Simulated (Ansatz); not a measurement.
Wanted: the native input for an Ansatz 0.2.0 run.

| Item | Value |
| --- | --- |
| Task | band structure |
| Functional | PBEsol |
| Potentials or basis | Ansatz PAW |
| Cutoff | 420 eV (not typed: the program's choice for these potentials) |
| k mesh | 7 × 7 × 7 |
| Occupations | fermi-dirac, width 0.05 eV |
| Spin | spin-orbit coupling, no magnetisation |
| Path | [["G", "X", "W", "K", "G", "L", "U", "W", "L", "K"], ["U", "X"]] |
| Points for each segment of the path | 14 |

The system is HfN.

```
CELL_PARAMETERS angstrom
0.00000 2.25600 2.25600
2.25600 0.00000 2.25600
2.25600 2.25600 0.00000
ATOMIC_POSITIONS crystal
Hf 0.00000 0.00000 0.00000
N 0.50000 0.50000 0.50000
```

One way to write it, as run:

input.yaml

```yaml
crystal:
  lattice:
    - [0.0, 2.256, 2.256]
    - [2.256, 0.0, 2.256]
    - [2.256, 2.256, 0.0]
  atoms:
    - { symbol: Hf, position: [0.0, 0.0, 0.0] }
    - { symbol: "N", position: [0.5, 0.5, 0.5] }
hamiltonian:
  xc: pbesol
  pseudopotentials: { kind: paw_fr }
magnetization:
  noncollinear: true
  spin_orbit: true
kpoints:
  mp_grid: { grid: [7, 7, 7] }
  band_path:
    path:
      - [[0.0, 0.0, 0.0], [0.5, 0.0, 0.5], [0.5, 0.25, 0.75], [0.375, 0.375, 0.75], [0.0, 0.0, 0.0], [0.5, 0.5, 0.5], [0.625, 0.25, 0.625], [0.5, 0.25, 0.75], [0.5, 0.5, 0.5], [0.375, 0.375, 0.75]]
      - [[0.625, 0.25, 0.625], [0.5, 0.0, 0.5]]
    npoints: 14
scf:
  occupations: { method: fermi_dirac, width: 0.05 }
  n_extra_bands: 6
output:
  forces: true
  stress: true
  eigenvalues: true
  fatbands: true
```

Potentials or basis: Ansatz PAW.

Command:

```bash
$ ansatz run input.yaml --threads 2 --pin off --max-ram 5632MiB --backend cpu --events-out ev --progress --plain --runs-dir out
```

Results of the run:

```
Pressure               : -2.1 GPa
Band gap on the k mesh : none (metal or under the smearing width)
```

Caveat: the pressure holds a Pulay correction of +0.5 GPa for the finite cutoff; the PAW data sets come from PBE, with cores solved anew for the run's functional, which leaves a small shift of forces and pressure.

Wall time 12 s on 2 threads of Intel(R) Xeon(R) Platinum 8259CL CPU @ 2.50GHz (Skylake/Cascade Lake), on a shared host, peak memory 0.48 GiB.
